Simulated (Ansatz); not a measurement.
AlRu:

```xyz
2
Lattice="2.9916 0.0000 0.0000 0.0000 2.9916 0.0000 0.0000 0.0000 2.9916" Properties=species:S:1:pos:R:3 pbc="T T T"
Ru    1.4958    1.4958    1.4958
Al    0.0000    0.0000    0.0000
```

```yaml
Program: Ansatz 0.2.0
Task: relaxation of cell and atoms
Functional: PBEsol
Potentials_or_basis: Ansatz PAW
Cutoff: "420 eV (not typed: the program's choice for these potentials)"
k_mesh: 9 × 9 × 9
Occupations: fermi-dirac, width 0.05 eV
Spin: no spin polarisation
```

At the start: volume 13.39 Å³/atom.

Task: Where does the relaxation end?

Result: It ends after 4 steps and the volume is 13.18 Å³/atom (-1.5 %); space group Pm-3m (No. 221, to 0.05 Å).

Step by step:
| step | energy change (eV) | largest force (eV/Å) | volume (Å³) |
| --- | --- | --- | --- |
| 1 | 0.0000 | 0.0000 | 26.77 |
| 2 | -0.0042 | 0.0000 | 26.25 |
| 3 | -0.0045 | 0.0000 | 26.36 |
| 4 | -0.0044 | 0.0000 | 26.36 |

Final structure:
```
CELL_PARAMETERS angstrom
2.97615 0.00000 0.00000
0.00000 2.97615 0.00000
0.00000 0.00000 2.97615
ATOMIC_POSITIONS crystal
Ru 0.50000 0.50000 0.50000
Al 0.00000 0.00000 0.00000
```

Caveat: the plane-wave basis is chosen anew once the cell has moved, so the energies of steps on either side of that aren't comparable; the PAW data sets come from PBE, with cores solved anew for the run's functional, which leaves a small shift of forces and pressure.
